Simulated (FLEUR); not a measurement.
# W (Fm-3m) in FLEUR: notebook

The runs below take W through single point, band structure, with PBE+D3+U, LDA, PBEsol.

All numbers are computed with FLEUR MaX-R8.1 (patched build s14); they aren't measurements. Logs are shortened: lines on timing, memory, paths and dates and some standing lists are left out, and cuts for length are marked.

### Step 1. The undisturbed crystal

The structure is cubic, space group Fm-3m (No. 225). Conventional cell: a = 4.060 Å, b = 4.060 Å, c = 4.060 Å, α = 90.00°, β = 90.00°, γ = 90.00°. W (site symmetry m-3m) is surrounded by 12 W at 2.87 Å.

This isn't the form of W at room conditions, which is bcc.

### Step 2. Single point, PBE+D3+U, collinear spin, ferromagnetic start (volume scaled by 1.04)

inp.xml

```xml
<?xml version="1.0" encoding="UTF-8" standalone="no"?>
<fleurInput fleurInputVersion="0.39">
   <comment>
      W                                                                                                   
   </comment>
   <calculationSetup>
      <cutoffs Kmax="3.5" Gmax="17.5" GmaxXC="17.5" numbands="0"/>
      <scfLoop itmax="100" minDistance="0.0002" maxIterBroyd="50" imix="Anderson" alpha="0.05" precondParam="0.0" spinf="2.0"/>
      <coreElectrons ctail="T" frcor="F" kcrel="0" coretail_lmax="0"/>
      <xcFunctional name="pbe" relativisticCorrections="F"/>
      <magnetism jspins="2"/>
      <soc l_soc="F" theta="0.0" phi="0.0" spav="F"/>
      <expertModes spex="0" secvar="F" vdW="D3"/>
      <geometryOptimization l_f="F" forcealpha="1.0" forcemix="BFGS" epsdisp="0.00001" epsforce="0.00001"/>
      <ldaU l_linMix="F" mixParam="0.05" spinf="1.0"/>
   </calculationSetup>
   <cell>
      <bzIntegration valenceElectrons="28.0" mode="gauss" fermiSmearingEnergy="0.00183747">
         <kPointListSelection listName="default-1"/>
         <!-- k-points included here -->
         <xi:include xmlns:xi="http://www.w3.org/2001/XInclude" href="kpts.xml"> </xi:include>
      </bzIntegration>
      <!-- symmetry operations included here -->
      <xi:include xmlns:xi="http://www.w3.org/2001/XInclude" href="sym.xml"> </xi:include>
      <bulkLattice scale="1.0">
         <bravaisMatrix>
            <row-1>    0.0000000000000000     3.8866254014649084     3.8866254014649084</row-1>
            <row-2>    3.8866254014649084     0.0000000000000000     3.8866254014649084</row-2>
            <row-3>    3.8866254014649084     3.8866254014649084     0.0000000000000000</row-3>
         </bravaisMatrix>
      </bulkLattice>
   </cell>
   <atomSpecies>
      <species name="Tungsten (.500" element="W" atomicNumber="74">
         <mtSphere radius="2.55" gridPoints="843" logIncrement="0.016"/>
         <atomicCutoffs lmax="9" lnonsphr="7"/>
         <electronConfig flipSpins="F">
            <coreConfig>(1s1/2) (2s1/2) (2p1/2) (2p3/2) (3s1/2) (3p1/2) (3p3/2) (4s1/2) (3d3/2) (3d5/2) (4p1/2) (4p3/2) (4d3/2) (4d5/2)</coreConfig>
            <valenceConfig>(5s1/2) (5p1/2) (5p3/2) (6s1/2) (4f5/2) (4f7/2) (5d3/2) (5d5/2)</valenceConfig>
            <stateOccupation state="(5d3/2)" spinUp="0.8" spinDown="0.8"/>
            <stateOccupation state="(5d5/2)" spinUp="1.45" spinDown="0.95"/>
         </electronConfig>
         <energyParameters s="6" p="6" d="5" f="4"/>
         <ldaU l="2" U="4" J="0.0" l_amf="F"/>
         <lo type="SCLO" l="0" n="5" eDeriv="0"/>
         <lo type="SCLO" l="1" n="5" eDeriv="0"/>
         <lo type="SCLO" l="3" n="4" eDeriv="2"/>
      </species>
   </atomSpecies>
   <atomGroups>
      <atomGroup species="Tungsten (.500">
         <relPos label="                   1">.0000000000 .0000000000 .0000000000</relPos>
         <force calculate="T" relaxXYZ="TTT"/>
      </atomGroup>
   </atomGroups>
   <output dos="F" band="F" slice="F">
      <checks vchk="F" cdinf="F"/>
      <bandDOS minEnergy="-.5*Htr" maxEnergy="0.5*Htr" sigma="0.015" storeEVData="T"/>
      <vacuumDOS vacdos="F" integ="F" star="F" nstars="0" locx1="0.0" locy1="0.0" locx2="0.0" locy2="0.0" nstm="0" tworkf="0.0"/>
      <unfoldingBand unfoldBand="F" supercellX="1" supercellY="1" supercellZ="1"/>
      <plotting iplot="0" polar="F">
         <plot TwoD="T" vec1="  1.0  0.0  0.0" vec2="  0.0  1.0  0.0" vec3="  0.0  0.0  1.0" zero="  0.0  0.0  0.0" file="plot"/>
      </plotting>
      <chargeDensitySlicing numkpt="0" minEigenval="0.0" maxEigenval="0.0" nnne="0" pallst="F"/>
      <specialOutput eonly="F"/>
      <magneticCircularDichroism mcd="F" energyLo="-10.0" energyUp="0.0"/>
   </output>
  <!-- We include the file relax.xml here to enable relaxations (see documentation) -->
  <xi:include xmlns:xi="http://www.w3.org/2001/XInclude" href="relax.xml"> <xi:fallback/> </xi:include>
</fleurInput>
```

crystal.txt

```
W
&input cartesian=F /
0.0000000000  2.0567135898  2.0567135898
2.0567135898  0.0000000000  2.0567135898
2.0567135898  2.0567135898  0.0000000000
1.8897261246
1.0 1.0 1.0

1
74 0.0000000000  0.0000000000  0.0000000000 : 0.500

&kpt div1=11 div2=11 div3=11 gamma=T /
```

Potentials or basis: all-electron, FLAPW.

The run is started by

```bash
> inpgen -f crystal.txt -profile veryFastHighL
> # inp.xml edited to the form shown
> fleur
```

Output:

```text
Welcome to FLEUR        (www.flapw.de)
      MaX-Release 8.1          (www.max-centre.eu)

 ========== k-point set info ==========
 Selected k-point list: default-1
 k-point list type: mesh
 11 x 11 x 11
 Number of k points: 56

 ------------Calculation Setup---------------------------
 Number of OMP-threads    :            1
 Number of basis functions:          113
 Approximate size of matrices (H+S) per k-point:         0.000 GB
 --------------------------------------------------------
 no density matrix found ... skipping LDA+U
 Reset of history
 Iteration:     1   Distance:      12.42415909 me/bohr^3
 Iteration:     2   Distance:      12.51954289 me/bohr^3
 Iteration:     3   Distance:      11.47153035 me/bohr^3
 Iteration:     4   Distance:       5.79367938 me/bohr^3
 Iteration:     5   Distance:       3.25379169 me/bohr^3
 Iteration:     6   Distance:       1.54790189 me/bohr^3
 Iteration:     7   Distance:       0.92555556 me/bohr^3
 Iteration:     8   Distance:       0.46405988 me/bohr^3
 Iteration:     9   Distance:       0.28494100 me/bohr^3
 Iteration:    10   Distance:       0.25987299 me/bohr^3
 Iteration:    11   Distance:       0.24887793 me/bohr^3
 Iteration:    12   Distance:       0.09394481 me/bohr^3
 Iteration:    13   Distance:       0.09246220 me/bohr^3
 Iteration:    14   Distance:       0.03728379 me/bohr^3
 Iteration:    15   Distance:       0.03728555 me/bohr^3
 Iteration:    16   Distance:       0.01979491 me/bohr^3
 Iteration:    17   Distance:       0.01917546 me/bohr^3
 Iteration:    18   Distance:       0.00796116 me/bohr^3
 Iteration:    19   Distance:       0.00795952 me/bohr^3
 Iteration:    20   Distance:       0.00542533 me/bohr^3
 Iteration:    21   Distance:       0.00298595 me/bohr^3
 Iteration:    22   Distance:       0.00094967 me/bohr^3
 Iteration:    23   Distance:       0.00101323 me/bohr^3
 Iteration:    24   Distance:       0.00042398 me/bohr^3
 Iteration:    25   Distance:       0.00032387 me/bohr^3
 Iteration:    26   Distance:       0.00005204 me/bohr^3

 ********************************************************************
 Run finished successfully
 Stop message:
   all done
 ********************************************************************
```

Run time: 47 s. Hardware: 1 thread of AMD EPYC 7B13 (Zen 3), shared host; peak memory 0.09 GiB.

The run converged, but runs of this kind are known to go wrong with this program or these potentials, so none of its numbers is taken as a property of the crystal.

Caveat: this program's D3 term has one parameter set for all functionals and differs from the reference program's by some per cent or more; the U is typed as a test and isn't derived for this compound.

### Step 3. Band structure, LDA, collinear spin, ferromagnetic start (cell strained at random at fixed volume)

inp.xml, as its differences from that of step 2:

```diff
@@ -6,9 +6,9 @@
    <calculationSetup>
-      <cutoffs Kmax="3.5" Gmax="17.5" GmaxXC="17.5" numbands="0"/>
-      <scfLoop itmax="100" minDistance="0.0002" maxIterBroyd="50" imix="Anderson" alpha="0.05" precondParam="0.0" spinf="2.0"/>
+      <cutoffs Kmax="4.0" Gmax="20.0" GmaxXC="20.0" numbands="0"/>
+      <scfLoop itmax="60" minDistance="0.00001" maxIterBroyd="15" imix="Anderson" alpha="0.05" precondParam="0.0" spinf="2.0"/>
       <coreElectrons ctail="T" frcor="F" kcrel="0" coretail_lmax="0"/>
-      <xcFunctional name="pbe" relativisticCorrections="F"/>
+      <xcFunctional name="vwn" relativisticCorrections="F"/>
       <magnetism jspins="2"/>
       <soc l_soc="F" theta="0.0" phi="0.0" spav="F"/>
-      <expertModes spex="0" secvar="F" vdW="D3"/>
+      <expertModes spex="0" secvar="F"/>
       <geometryOptimization l_f="F" forcealpha="1.0" forcemix="BFGS" epsdisp="0.00001" epsforce="0.00001"/>
@@ -17,3 +17,3 @@
    <cell>
-      <bzIntegration valenceElectrons="28.0" mode="gauss" fermiSmearingEnergy="0.00183747">
+      <bzIntegration valenceElectrons="28.0" mode="hist" fermiSmearingEnergy="0.00183747">
          <kPointListSelection listName="default-1"/>
@@ -26,5 +26,5 @@
          <bravaisMatrix>
-            <row-1>    0.0000000000000000     3.8866254014649084     3.8866254014649084</row-1>
-            <row-2>    3.8866254014649084     0.0000000000000000     3.8866254014649084</row-2>
-            <row-3>    3.8866254014649084     3.8866254014649084     0.0000000000000000</row-3>
+            <row-1>    0.0225312045836058     3.7950009157532083     3.8396627029820047</row-1>
+            <row-2>    3.8355960123618660     0.0209079298425744     3.8412859777230364</row-2>
+            <row-3>    3.8817733599425912     3.8428034278010901    -0.0252713074642758</row-3>
          </bravaisMatrix>
@@ -34,4 +34,4 @@
       <species name="Tungsten (.500" element="W" atomicNumber="74">
-         <mtSphere radius="2.55" gridPoints="843" logIncrement="0.016"/>
-         <atomicCutoffs lmax="9" lnonsphr="7"/>
+         <mtSphere radius="2.48" gridPoints="819" logIncrement="0.016"/>
+         <atomicCutoffs lmax="7" lnonsphr="5"/>
          <electronConfig flipSpins="F">
@@ -43,5 +43,5 @@
          <energyParameters s="6" p="6" d="5" f="4"/>
-         <ldaU l="2" U="4" J="0.0" l_amf="F"/>
          <lo type="SCLO" l="0" n="5" eDeriv="0"/>
          <lo type="SCLO" l="1" n="5" eDeriv="0"/>
+         <lo type="SCLO" l="2" n="5" eDeriv="2"/>
          <lo type="SCLO" l="3" n="4" eDeriv="2"/>
```

crystal.txt

```
W
&input cartesian=F /
0.0119230000  2.0082280000  2.0318620000
2.0297100000  0.0110640000  2.0327210000
2.0541460000  2.0335240000  -0.0133730000
1.8897261246
1.0 1.0 1.0

1
74 -0.0067530000  -0.0087400000  0.0141000000 : 0.500

&kpt div1=7 div2=7 div3=7 gamma=T /
```

inp.xml (bands)

```
<?xml version="1.0" encoding="UTF-8" standalone="no"?>
<fleurInput fleurInputVersion="0.39">
   <comment>
      W                                                                                                   
   </comment>
   <calculationSetup>
      <cutoffs Kmax="4.0" Gmax="20.0" GmaxXC="20.0" numbands="0"/>
      <scfLoop itmax="60" minDistance="0.00001" maxIterBroyd="15" imix="Anderson" alpha="0.05" precondParam="0.0" spinf="2.0"/>
      <coreElectrons ctail="T" frcor="F" kcrel="0" coretail_lmax="0"/>
      <xcFunctional name="vwn" relativisticCorrections="F"/>
      <magnetism jspins="2"/>
      <soc l_soc="F" theta="0.0" phi="0.0" spav="F"/>
      <expertModes spex="0" secvar="F"/>
      <geometryOptimization l_f="F" forcealpha="1.0" forcemix="BFGS" epsdisp="0.00001" epsforce="0.00001"/>
      <ldaU l_linMix="F" mixParam="0.05" spinf="1.0"/>
   </calculationSetup>
   <cell>
      <bzIntegration valenceElectrons="28.0" mode="hist" fermiSmearingEnergy="0.00183747">
         <kPointListSelection listName="path-1"/>
         <!-- k-points included here -->
         <xi:include xmlns:xi="http://www.w3.org/2001/XInclude" href="kpts.xml"> </xi:include>
      </bzIntegration>
      <!-- symmetry operations included here -->
      <xi:include xmlns:xi="http://www.w3.org/2001/XInclude" href="sym.xml"> </xi:include>
      <bulkLattice scale="1.0">
         <bravaisMatrix>
            <row-1>    0.0225312045836058     3.7950009157532083     3.8396627029820047</row-1>
            <row-2>    3.8355960123618660     0.0209079298425744     3.8412859777230364</row-2>
            <row-3>    3.8817733599425912     3.8428034278010901    -0.0252713074642758</row-3>
         </bravaisMatrix>
      </bulkLattice>
   </cell>
   <atomSpecies>
      <species name="Tungsten (.500" element="W" atomicNumber="74">
         <mtSphere radius="2.48" gridPoints="819" logIncrement="0.016"/>
         <atomicCutoffs lmax="7" lnonsphr="5"/>
         <electronConfig flipSpins="F">
            <coreConfig>(1s1/2) (2s1/2) (2p1/2) (2p3/2) (3s1/2) (3p1/2) (3p3/2) (4s1/2) (3d3/2) (3d5/2) (4p1/2) (4p3/2) (4d3/2) (4d5/2)</coreConfig>
            <valenceConfig>(5s1/2) (5p1/2) (5p3/2) (6s1/2) (4f5/2) (4f7/2) (5d3/2) (5d5/2)</valenceConfig>
            <stateOccupation state="(5d3/2)" spinUp="0.8" spinDown="0.8"/>
            <stateOccupation state="(5d5/2)" spinUp="1.45" spinDown="0.95"/>
         </electronConfig>
         <energyParameters s="6" p="6" d="5" f="4"/>
         <lo type="SCLO" l="0" n="5" eDeriv="0"/>
         <lo type="SCLO" l="1" n="5" eDeriv="0"/>
         <lo type="SCLO" l="2" n="5" eDeriv="2"/>
         <lo type="SCLO" l="3" n="4" eDeriv="2"/>
      </species>
   </atomSpecies>
   <atomGroups>
      <atomGroup species="Tungsten (.500">
         <relPos label="                   1">.0000000000 .0000000000 .0000000000</relPos>
         <force calculate="T" relaxXYZ="TTT"/>
      </atomGroup>
   </atomGroups>
   <output dos="F" band="T" slice="F">
      <checks vchk="F" cdinf="F"/>
      <bandDOS minEnergy="-.5*Htr" maxEnergy="0.5*Htr" sigma="0.015" storeEVData="T"/>
      <vacuumDOS vacdos="F" integ="F" star="F" nstars="0" locx1="0.0" locy1="0.0" locx2="0.0" locy2="0.0" nstm="0" tworkf="0.0"/>
      <unfoldingBand unfoldBand="F" supercellX="1" supercellY="1" supercellZ="1"/>
      <plotting iplot="0" polar="F">
         <plot TwoD="T" vec1="  1.0  0.0  0.0" vec2="  0.0  1.0  0.0" vec3="  0.0  0.0  1.0" zero="  0.0  0.0  0.0" file="plot"/>
      </plotting>
      <chargeDensitySlicing numkpt="0" minEigenval="0.0" maxEigenval="0.0" nnne="0" pallst="F"/>
      <specialOutput eonly="F"/>
      <magneticCircularDichroism mcd="F" energyLo="-10.0" energyUp="0.0"/>
   </output>
  <!-- We include the file relax.xml here to enable relaxations (see documentation) -->
  <xi:include xmlns:xi="http://www.w3.org/2001/XInclude" href="relax.xml"> <xi:fallback/> </xi:include>
</fleurInput>
```

Potentials or basis: all-electron, FLAPW.

The run is started by

```bash
> inpgen -f crystal.txt -profile fast
> # inp.xml edited to the form shown
> fleur
> fleur   # second run, on inp.xml (bands)
```

It took 62 s on 1 thread of AMD EPYC 7B13 (Zen 3), shared host; peak memory 0.09 GiB.

It converged, with:

```yaml
Free_energy: -439647.2499 eV
Band_gap_along_the_path: none (metal or under the smearing width)
Net_moment: 0.00 μB per cell
Valence_electrons_inside_the_program's_atomic_spheres: W 25.92 (radii W 2.48 bohr)
```

Levels at the corners of the path, in eV from the Fermi level:
Spin up:
```
point  band 10  band 11  band 12  band 13  band 14  band 15  band 16  band 17  band 18  band 19
    X   -27.77   -27.76    -5.44    -0.81    -0.52     0.64     4.82     4.91     9.80    12.80
    Γ   -27.77   -27.76    -8.77    -0.69    -0.52    -0.30     2.40     2.60    13.09    17.90
    Y   -27.77   -27.76    -5.42    -0.94    -0.50     0.77     4.80     5.02     9.98    12.71
    L   -27.79   -27.76    -5.28    -4.31     3.06     4.87     5.57     5.72    11.51    12.10
    Γ   -27.77   -27.76    -8.77    -0.69    -0.52    -0.30     2.40     2.60    13.09    17.90
    Z   -27.77   -27.76    -5.39    -0.83    -0.69     0.89     4.79     5.12    10.14    12.62
    N   -27.79   -27.76    -5.27    -4.34     3.29     4.84     5.64     5.69    11.53    11.72
    Γ   -27.77   -27.76    -8.77    -0.69    -0.52    -0.30     2.40     2.60    13.09    17.90
    M   -27.79   -27.76    -5.28    -4.31     3.09     4.85     5.55     5.75    11.64    11.92
    R   -27.77   -27.77    -5.40    -0.92    -0.60     0.88     4.83     5.08    10.13    12.63
    Γ   -27.77   -27.76    -8.77    -0.69    -0.52    -0.30     2.40     2.60    13.09    17.90
```
Spin down:
```tsv
point	band 12	band 13	band 14	band 15	band 16	band 17
X	-5.44	-0.81	-0.52	0.64	4.82	4.91
Γ	-8.77	-0.69	-0.52	-0.30	2.40	2.60
Y	-5.42	-0.94	-0.50	0.77	4.80	5.02
L	-5.28	-4.31	3.06	4.87	5.57	5.72
Γ	-8.77	-0.69	-0.52	-0.30	2.40	2.60
Z	-5.39	-0.83	-0.69	0.89	4.79	5.12
N	-5.27	-4.34	3.29	4.84	5.64	5.69
Γ	-8.77	-0.69	-0.52	-0.30	2.40	2.60
M	-5.28	-4.31	3.09	4.85	5.55	5.75
R	-5.40	-0.92	-0.60	0.88	4.83	5.08
Γ	-8.77	-0.69	-0.52	-0.30	2.40	2.60
```

Core levels (eV from the Fermi level):
| atom | levels |
| --- | --- |
| 1 W | 1s1/2 -69336.6, 2s1/2 -11956.1, 2p1/2 -11436.0, 2p3/2 -10084.6, 3s1/2 -2748.7, 3p1/2 -2516.8, 3p3/2 -2224.6, 4s1/2 -562.0, 3d3/2 -1833.0, 3d5/2 -1769.4, 4p1/2 -465.8, 4p3/2 -397.9, 4d3/2 -239.7, 4d5/2 -227.2 |

Caveat: the k mesh is coarse (spacing up to 0.39 Å⁻¹), so the values aren't converged; spin-orbit coupling is left out, which moves the levels of the heavy elements.

[end of part 1 of 2]
